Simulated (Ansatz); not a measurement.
## All-electron card of BeSe

```
Be Se
1.0
     0.00000    2.53500    2.53500
     2.53500    0.00000    2.53500
     2.53500    2.53500    0.00000
Be Se
1 1
Direct
  0.00000 0.00000 0.00000
  0.75000 0.75000 0.75000
```

Atom numbers follow the list: Be1, Se2.

Conventional cell: a = 5.070 Å, b = 5.070 Å, c = 5.070 Å, α = 90.00°, β = 90.00°, γ = 90.00°. Be (atom 1) has 4 Se at 2.20 Å as nearest neighbours. Se (atom 2) has 4 Be at 2.20 Å as nearest neighbours.

The geometry is COD entry 9008837, unchecked; take it as a test cell. It differs from other determinations.

Methods: DFT, PBE, all-electron LAPW, scalar-relativistic (Ansatz 0.2.0); DFT, PBE, PAW with Ansatz's default frozen-core files, scalar-relativistic (Ansatz 0.2.0).

For LAPW: a Γ-centred 10×10×10 k mesh, Fermi–Dirac smearing of 0.02 eV, basis error target 1 meV/atom, no spin polarisation. PAW takes a cutoff of 420 eV at this cell. The Ansatz runs share mesh, smearing and spin set-up. Values come from LAPW unless marked.

```json
{
  "Smallest direct gap on the path": "4.70 eV",
  "Bader charges (from the PAW run)": "Be1 +1.58, Se2 -1.58 e",
  "Volume per atom": "16.29 Å³"
}
```

Q: Give the computed value. Löwdin charges (with 0.34 e of the cell spilling out of the atomic basis, so their sizes and signs hang on that basis).

A: Be1 1.37, Se2 -1.04 e.

Q: Give the computed value. Band gap.

A: 2.54 eV, indirect from Γ to X (-0.5, -0.5, 0).

Q: Give the computed value. Pressure at this cell.

A: 5.35 GPa.
